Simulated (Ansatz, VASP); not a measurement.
# One calculation of C, two programs

```xyz
2
Lattice="2.4973 0.0000 0.0000 -1.2487 2.1627 0.0000 0.0000 0.0000 16.5098" Properties=species:S:1:pos:R:3 pbc="T T T"
C     1.8730    0.3605    8.0000
C    -0.6243    1.8023    8.5098
```

Alike in both runs: task single point; functional LDA; k mesh 14 × 14 × 1; occupations fermi-dirac, width 0.02 eV; no spin polarisation.

|  | VASP | Ansatz |
| --- | --- | --- |
| version | VASP 6.6.1 | Ansatz 0.2.0 |
| potentials or method | VASP PAW LDA potentials, release 64 (C) | PAW with Ansatz's default frozen-core files, scalar-relativistic |
| plane-wave cutoff (eV) | 520 | 420 |
| valence electrons in the cell | 8 | 8 |

|  | VASP | Ansatz | Ansatz less VASP |
| --- | --- | --- | --- |
| gap on the k mesh at the Fermi level (eV) | 0.85 | 0.86 | 0.000 |
| rms of the force components (eV/Å) | 5.186 | 5.216 | +0.0301 |

Atom by atom the forces differ by 0.030 eV/Å (rms over components).
